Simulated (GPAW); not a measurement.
# Ni (Fm-3m) in GPAW: convergence with k mesh

Aim: find how far k mesh must go before the results for Ni settle, at r2SCAN. This setting moves, with any that are tied to it; all else stays.

Program: GPAW 26.7.0. These are calculated values, not measurements. Logs are shortened: lines on timing, memory, paths and dates and some standing lists are left out, and cuts for length are marked. The log counts tension as positive stress, the text compression.

## 1. The structure

The structure is cubic, space group Fm-3m (No. 225). The conventional cell has a = 3.475 Å, b = 3.475 Å, c = 3.475 Å, α = 90.00°, β = 90.00°, γ = 90.00°. Around Ni (site symmetry m-3m) lie 12 Ni at 2.46 Å.

## 2. With k mesh 3 × 3 × 3

The input, run.py:

```python
from ase.dft.bandgap import bandgap
from ase.io import read, write
from ase.units import GPa
from gpaw import GPAW, PW

atoms = read('Ni.xyz')
atoms.set_initial_magnetic_moments([1.0])

calc = GPAW(mode=PW(600),
            xc='MGGA_X_R2SCAN+MGGA_C_R2SCAN',
            kpts={'size': (3, 3, 3), 'gamma': True},
            occupations={'name': 'fermi-dirac', 'width': 0.05},
            nbands=17,
            convergence={'density': 1e-05, 'energy': 1e-05},
            maxiter=100,
            txt='gpaw.txt')
atoms.calc = calc
energy = atoms.get_potential_energy()
forces = atoms.get_forces()
stress = atoms.get_stress()
calc.write('gs.gpw')
write('result.traj', atoms)
print(f'Energy: {energy:.6f} eV')
print('Forces (eV/A):')
print(forces.round(4))
print('Stress (GPa):', (stress / GPa).round(3))
print('Moments:', calc.get_magnetic_moments().round(3))
print('Fermi level:', round(calc.get_fermi_level(), 4), 'eV')
print(f'Gap: {bandgap(calc)[0]:.4f} eV, direct: {bandgap(calc, direct=True)[0]:.4f} eV')
```

The input, Ni.xyz:

```xyz
1
Lattice="0.0000000000 1.7375729330 1.7375729330 1.7375729330 0.0000000000 1.7375729330 1.7375729330 1.7375729330 0.0000000000" Properties=species:S:1:pos:R:3 pbc="T T T"
Ni     0.0000000000      0.0000000000      0.0000000000
```

Potentials or basis: GPAW PAW data sets (gpaw-data 1.2.1), pw.

The run is started by

```
$ OMP_NUM_THREADS=1 python run.py
```

Wall time 7.9 s (1 thread of Arm Neoverse V1, shared host); peak memory 0.19 GiB.

Results:

```
Free energy            : -12.8524 eV
Pressure               : 13.3 GPa
Band gap on the k mesh : none (metal or under the smearing width)
Net moment             : 1.11 μB per cell
Site moments           : Ni +1.18 μB
```

## 3. With k mesh 4 × 4 × 4

run.py: that of step 2 with these lines changed.

```diff
@@ -10,3 +10,3 @@
             xc='MGGA_X_R2SCAN+MGGA_C_R2SCAN',
-            kpts={'size': (3, 3, 3), 'gamma': True},
+            kpts={'size': (4, 4, 4), 'gamma': True},
             occupations={'name': 'fermi-dirac', 'width': 0.05},
```

Ni.xyz is that of step 2.

Potentials or basis: GPAW PAW data sets (gpaw-data 1.2.1), pw.

The run is started by

```
$ OMP_NUM_THREADS=1 python run.py
```

Wall time 11 s (1 thread of Arm Neoverse V1, shared host); peak memory 0.2 GiB.

Results:

* Free energy: -12.8912 eV
* Pressure: -0.1 GPa
* Band gap on the k mesh: none (metal or under the smearing width)
* Net moment: 0.59 μB per cell
* Site moments: Ni +0.66 μB

## 4. With k mesh 6 × 6 × 6

run.py: that of step 3 with these lines changed.

```diff
@@ -10,3 +10,3 @@
             xc='MGGA_X_R2SCAN+MGGA_C_R2SCAN',
-            kpts={'size': (4, 4, 4), 'gamma': True},
+            kpts={'size': (6, 6, 6), 'gamma': True},
             occupations={'name': 'fermi-dirac', 'width': 0.05},
```

Ni.xyz is that of step 3.

The run is started by

```
$ OMP_NUM_THREADS=1 python run.py
```

Run time: 19 s. Hardware: 1 thread of Arm Neoverse V1, shared host; peak memory 0.2 GiB.

What came out:

| Quantity | Value |
| --- | --- |
| Free energy | -12.8351 eV |
| Pressure | 2.8 GPa |
| Band gap on the k mesh | none (metal or under the smearing width) |
| Net moment | 0.64 μB per cell |
| Site moments | Ni +0.71 μB |

## 5. With k mesh 7 × 7 × 7

run.py: that of step 4 with these lines changed.

```diff
@@ -10,3 +10,3 @@
             xc='MGGA_X_R2SCAN+MGGA_C_R2SCAN',
-            kpts={'size': (6, 6, 6), 'gamma': True},
+            kpts={'size': (7, 7, 7), 'gamma': True},
             occupations={'name': 'fermi-dirac', 'width': 0.05},
```

Ni.xyz is that of step 4.

The run is started by

```
$ OMP_NUM_THREADS=1 python run.py
```

Wall time 30 s (1 thread of Arm Neoverse V1, shared host); peak memory 0.2 GiB.

It converged, with:

| Quantity | Value |
| --- | --- |
| Free energy | -12.8276 eV |
| Pressure | 5.3 GPa |
| Band gap on the k mesh | none (metal or under the smearing width) |
| Net moment | 0.86 μB per cell |
| Site moments | Ni +0.92 μB |

## 6. With k mesh 8 × 8 × 8

run.py: that of step 5 with these lines changed.

```diff
@@ -10,3 +10,3 @@
             xc='MGGA_X_R2SCAN+MGGA_C_R2SCAN',
-            kpts={'size': (7, 7, 7), 'gamma': True},
+            kpts={'size': (8, 8, 8), 'gamma': True},
             occupations={'name': 'fermi-dirac', 'width': 0.05},
```

Ni.xyz is that of step 5.

Potentials or basis: GPAW PAW data sets (gpaw-data 1.2.1), pw.

The run is started by

```
$ OMP_NUM_THREADS=1 python run.py
```

Run time: 38 s. Hardware: 1 thread of Arm Neoverse V1, shared host; peak memory 0.2 GiB.

It converged, with:

```yaml
Free_energy: -12.8202 eV
Pressure: 3.9 GPa
Band_gap_on_the_k_mesh: none (metal or under the smearing width)
Net_moment: 0.70 μB per cell
Site_moments: Ni +0.77 μB
```

## 7. With k mesh 10 × 10 × 10

run.py: that of step 6 with these lines changed.

```diff
@@ -10,3 +10,3 @@
             xc='MGGA_X_R2SCAN+MGGA_C_R2SCAN',
-            kpts={'size': (8, 8, 8), 'gamma': True},
+            kpts={'size': (10, 10, 10), 'gamma': True},
             occupations={'name': 'fermi-dirac', 'width': 0.05},
```

Ni.xyz is that of step 6.

The run is started by

```
$ OMP_NUM_THREADS=1 python run.py
```

Wall time 54 s (1 thread of Arm Neoverse V1, shared host); peak memory 0.21 GiB.

It converged, with:

* Free energy: -12.8264 eV
* Pressure: 4.2 GPa
* Band gap on the k mesh: none (metal or under the smearing width)
* Net moment: 0.74 μB per cell
* Site moments: Ni +0.81 μB

## 8. With k mesh 12 × 12 × 12

run.py: that of step 7 with these lines changed.

```diff
@@ -10,3 +10,3 @@
             xc='MGGA_X_R2SCAN+MGGA_C_R2SCAN',
-            kpts={'size': (10, 10, 10), 'gamma': True},
+            kpts={'size': (12, 12, 12), 'gamma': True},
             occupations={'name': 'fermi-dirac', 'width': 0.05},
```

Ni.xyz is that of step 7.

The run is started by

```
$ OMP_NUM_THREADS=1 python run.py
```

Run time: 81 s. Hardware: 1 thread of Arm Neoverse V1, shared host; peak memory 0.21 GiB.

Results (log left out):

```
Free energy            : -12.8222 eV
Pressure               : 4.3 GPa
Band gap on the k mesh : none (metal or under the smearing width)
Net moment             : 0.74 μB per cell
Site moments           : Ni +0.82 μB
```

## 9. With k mesh 14 × 14 × 14

run.py: that of step 8 with these lines changed.

```diff
@@ -10,3 +10,3 @@
             xc='MGGA_X_R2SCAN+MGGA_C_R2SCAN',
-            kpts={'size': (12, 12, 12), 'gamma': True},
+            kpts={'size': (14, 14, 14), 'gamma': True},
             occupations={'name': 'fermi-dirac', 'width': 0.05},
```

Ni.xyz is that of step 8.

Potentials or basis: GPAW PAW data sets (gpaw-data 1.2.1), pw.

The run is started by

```
$ OMP_NUM_THREADS=1 python run.py
```

Run time: 1.7 min. Hardware: 1 thread of Arm Neoverse V1, shared host; peak memory 0.22 GiB.

Results (log left out):

* Free energy: -12.8173 eV
* Pressure: 4.6 GPa
* Band gap on the k mesh: none (metal or under the smearing width)
* Net moment: 0.76 μB per cell
* Site moments: Ni +0.83 μB

## 10. With k mesh 17 × 17 × 17

run.py: that of step 9 with these lines changed.

```diff
@@ -10,3 +10,3 @@
             xc='MGGA_X_R2SCAN+MGGA_C_R2SCAN',
-            kpts={'size': (14, 14, 14), 'gamma': True},
+            kpts={'size': (17, 17, 17), 'gamma': True},
             occupations={'name': 'fermi-dirac', 'width': 0.05},
```

Ni.xyz is that of step 9.

Potentials or basis: GPAW PAW data sets (gpaw-data 1.2.1), pw.

The run is started by

```
$ OMP_NUM_THREADS=1 python run.py
```

gpaw.txt:

```text
__  _  _
 | _ |_)|_||  |
 |__||  | ||/\| - 26.7.0

Input parameters:
  mode=PW(ecut=600.0),
  convergence={'density': 1e-05, 'energy': 1e-05},
  kpts=MonkhorstPack(size=(17, 17, 17), gamma=True),
  maxiter=100,
  nbands=17,
  occupations=Occupations(name='fermi-dirac', width=0.05),
  xc=XC(name='MGGA_X_R2SCAN+MGGA_C_R2SCAN')

Diagonalizing LCAO Hamiltonian
Converting LCAO to pw mode

       Ni

Atoms  # Å, Bohr magnetons
|   | symbol |        x |        y |        z |    initial magnetic moments |
|---|--------|----------|----------|----------|-----------------------------|
| 0 |     Ni | 0.000000 | 0.000000 | 0.000000 | ( 0.0000,  0.0000,  1.0000) |

Unit cell  # Å
| periodic |        x |        y |        z |  lengths |    angles |
|----------|----------|----------|----------|----------|-----------|
|      yes | 0.000000 | 1.737573 | 1.737573 | 2.457299 | 60.000000 |
|      yes | 1.737573 | 0.000000 | 1.737573 | 2.457299 | 60.000000 |
|      yes | 1.737573 | 1.737573 | 0.000000 | 2.457299 | 60.000000 |

Number of symmetries: 48
[... 51 lines left out ...]

BZ-sampling:
  Number of BZ points: 4913
  Number of IBZ points: 165

  Monkhorst-Pack size: [17, 17, 17]
  Monkhorst-Pack shift: [0, 0, 0]

K-points  # in reciprocal-cell coordinates
|     |                                coordinates |     weight |
|-----|--------------------------------------------|------------|
|   0 | (  0.00000000,   0.00000000,   0.00000000) | 0.00020354 |
|   1 | (  0.05882353,   0.05882353,   0.00000000) | 0.00122125 |
|   2 | (  0.05882353,   0.05882353,   0.05882353) | 0.00162833 |
|   3 | (  0.11764706,   0.05882353,   0.05882353) | 0.00244250 |
|   4 | (  0.11764706,   0.11764706,   0.00000000) | 0.00122125 |
|   5 | (  0.11764706,   0.11764706,   0.05882353) | 0.00488500 |
|   6 | (  0.11764706,   0.11764706,   0.11764706) | 0.00162833 |
|   7 | (  0.17647059,   0.11764706,   0.05882353) | 0.00488500 |
|   8 | (  0.17647059,   0.11764706,   0.11764706) | 0.00488500 |
|   9 | (  0.17647059,   0.17647059,   0.00000000) | 0.00122125 |
| ... |                                            |            |
| 164 | (  0.47058824,   0.47058824,   0.47058824) | 0.00162833 |

Plane wave coefficients: 360
Cutoff: 600.0 eV

Spin-components: 2 (collinear spins)
Bands:           17
Projectors:      6
Spin-degeneracy: 1
Datatype:        complex128

Parallelization:
  kpt:    1
  domain: 1
  band:   1

Density:
  Valence electrons: 16.0
  Components: 2
  Grid points: [14 14 14]
  Charge: 0.0  # |e|

Potential:
  Grid points: [14 14 14]

species:
  Ni:
    name:    Nickel
    Z:       28.0
    valence: 16
    core:    12
    charge:  0.0  # [|e|]
    compensation charges:
      type: gauss
      rc: 0.36  # [Å]
      lmax: 2
    cutoffs:
      filter: 2.14  # [Å]
      core: 1.98  # [Å]
    projectors
    | kind |    occ | energy [eV] | rcut [Å] |
    |------|--------|-------------|----------|
    |   4s |  2.000 |      -5.642 |    1.164 |
    |   3p |  6.000 |     -71.394 |    1.207 |
    |   4p |  0.000 |      -1.226 |    1.207 |
    |   3d |  8.000 |      -8.875 |    1.138 |
    |    s |        |      21.570 |    1.164 |
    |    d |        |      18.337 |    1.138 |

    Using partial waves for Ni as LCAO basis

Reference energy: -41367.998447  # eV

eigensolver:
  PPCG
  Converge bands: occupied
  niter=2

density mixing:
  MSR1-Mixer
  Pratt-step length: 0.05
  Maximum mixing coefficient: 0.75
  Old densities: 10
  SVD Regularization: 0.005
  Good broyden scale: 1.0
  Trust region scale: 1.0
  Backstep threshold: 4.0
  History deletion threshold: 6.0
  Fourier metric: weight=20.0, sigma=0.015

occupation numbers:
  Fermi-Dirac:
    width: 0.0500  # eV

poisson solver:
  ecut: 4800.0  # eV

xc functional:
  name: MGGA_X_R2SCAN+MGGA_C_R2SCAN with 2 nearest neighbor stencil

convergence criteria:
- Maximum integral of absolute [dens]ity change: 1e-05 electrons / valence electron
- Maximum [total energy] change in last 3 cyles: 1e-05 eV / valence electron
- Maximum integral of absolute [eigenst]ate change: 4e-08 eV^2 / valence electron
maximum number of iterations: 100

SCF iterations
|iter     | |      energy | eigst |  dens |  magmom |
|---------|-|-------------|-------|-------|---------|
|iter:   1| |  -13.881815 | -0.05 |       |  +1.0009|
|iter:   2| |  -12.675049 | -1.85 | -1.62 |  +0.9905|
|iter:   3| |  -16.265331 | -0.96 | -1.50 |  -0.4513|
|iter:   4| |  -12.588952 | -1.03 | -0.54 |  +0.7053|
|iter:   5| |  -12.778509 | -2.53 | -1.70 |  +0.8333|
|iter:   6| |  -12.778957 | -4.49 | -1.91 |  +0.8327|
|iter:   7| |  -12.803472 | -3.07 | -1.96 |  +0.7444|
|iter:   8| |  -12.807037 | -4.27 | -2.45 |  +0.7257|
|iter:   9| |  -12.811068 | -4.42 | -2.51 |  +0.7250|
|iter:  10| |  -12.812006 | -4.38 | -2.62 |  +0.7231|
|iter:  11| |  -12.811738 | -5.01 | -2.90 |  +0.7323|
|iter:  12| |  -12.812045 | -5.14 | -3.18 |  +0.7329|
|iter:  13| |  -12.812033 | -6.79 | -3.46 |  +0.7339|
|iter:  14| |  -12.812032c| -7.84c| -4.43 |  +0.7339|
|iter:  15| |  -12.812031c| -8.51c| -4.70 |  +0.7339|
|iter:  16| |  -12.812031c| -8.11c| -5.06c|  +0.7339|

Converged in 16 steps
Energy contributions relative to reference atoms: (reference = -41367.998447)

Energy contributions:
  Kinetic:          15.678813
  Coulomb:         -12.789446
  Zero:              0.073315
  External:          0.000000
  Xc:              -15.769745
  Entropy:          -0.009938
  Spinorbit:         0.000000
  ----------------------------
  Free energy:     -12.817000
  Extrapolated:    -12.812031

dipole moment: (-7.106169, -7.106169, -7.106169)  # |e|*Ang

Total magnetic moment: (0.000000, 0.000000, 0.733868)

Local magnetic moments
|        x |        y |        z |
|----------|----------|----------|
| 0.000000 | 0.000000 | 0.802795 |  # Ni   0

Fermi level: 9.064
Eigenvalues  # (at kpt = [0.000, 0.000, 0.000])
| band index |      eig [eV] | occ [0-1] |      eig [eV] | occ [0-1] |
|------------|---------------|-----------|---------------|-----------|
|          0 |       -57.626 |     1.000 |       -56.264 |     1.000 |
|          1 |       -57.626 |     1.000 |       -56.264 |     1.000 |
|          2 |       -57.626 |     1.000 |       -56.264 |     1.000 |
|          3 |        -0.851 |     1.000 |        -1.227 |     1.000 |
|          4 |         5.891 |     1.000 |         7.283 |     1.000 |
|          5 |         5.891 |     1.000 |         7.283 |     1.000 |
[... 9 lines left out ...]
|         15 |        40.622 |     0.000 |        40.799 |     0.000 |
|         16 |        44.337 |     0.000 |        44.333 |     0.000 |

No gap
No difference between direct/indirect transitions

Forces  # eV/Ang
|       x |       y |        z |
|---------|---------|----------|
| 0.00000 | 0.00000 | -0.00000 |  # Ni   0

Stress tensor  # eV/Ang^3
|         x |         y |         z |
|-----------|-----------|-----------|
| -0.026188 | -0.000000 | -0.000000 |
| -0.000000 | -0.026188 | -0.000000 |
| -0.000000 | -0.000000 | -0.026188 |

# Writing to gs.gpw (mode='')
```

stdout:

```text
Energy: -12.812031 eV
Forces (eV/A):
[[ 0.  0. -0.]]
Stress (GPa): [-4.196 -4.196 -4.196 -0.    -0.    -0.   ]
Moments: [0.803]
Fermi level: 9.0639 eV
Gap: 0.0000 eV, direct: 0.0000 eV
```

It took 3 min on 1 thread of Arm Neoverse V1, shared host; peak memory 0.24 GiB.

Results:

| Property | Result |
| --- | --- |
| Free energy | -12.8170 eV |
| Pressure | 4.2 GPa |
| Band gap on the k mesh | none (metal or under the smearing width) |
| Net moment | 0.73 μB per cell |
| Site moments | Ni +0.80 μB |

## 11. The series at a glance

| k mesh | energy less the tightest run, at zero smearing (meV/atom) | pressure (GPa) | largest site moment (μB) | SCF cycles | CPU time (s) | peak memory (GiB) |
| --- | --- | --- | --- | --- | --- | --- |
| 3 × 3 × 3 | -29.83 | 13.34 | 1.18 | 14 | 7.9 | 0.19 |
| 4 × 4 × 4 | -73.78 | -0.10 | 0.66 | 13 | 11 | 0.2 |
| 6 × 6 × 6 | -16.45 | 2.79 | 0.71 | 14 | 19 | 0.2 |
| 7 × 7 × 7 | -12.11 | 5.32 | 0.92 | 19 | 30 | 0.2 |
| 8 × 8 × 8 | -2.17 | 3.94 | 0.77 | 17 | 38 | 0.2 |
| 10 × 10 × 10 | -9.33 | 4.16 | 0.81 | 16 | 54 | 0.21 |
| 12 × 12 × 12 | -6.68 | 4.33 | 0.82 | 16 | 81 | 0.21 |
| 14 × 14 × 14 | -0.49 | 4.61 | 0.83 | 14 | 100 | 0.22 |
| 17 × 17 × 17 | 0.00 | 4.20 | 0.80 | 16 | 180 | 0.24 |

Against the tightest run, the energy stays within 1 meV/atom from 14 × 14 × 14 on. Not settled before the last step: the pressure (to 0.1 GPa), the largest site moment (to 0.02 μB). Meshes of other sizes hit other points, so gaps and Fermi surfaces needn't settle smoothly. The tightest run that finished is the yardstick and may itself not be fully converged.

Caveats: the stock nickel data set gives pressures a few GPa off other programs; the PAW data sets were made with another functional, which shifts forces and pressure a little.
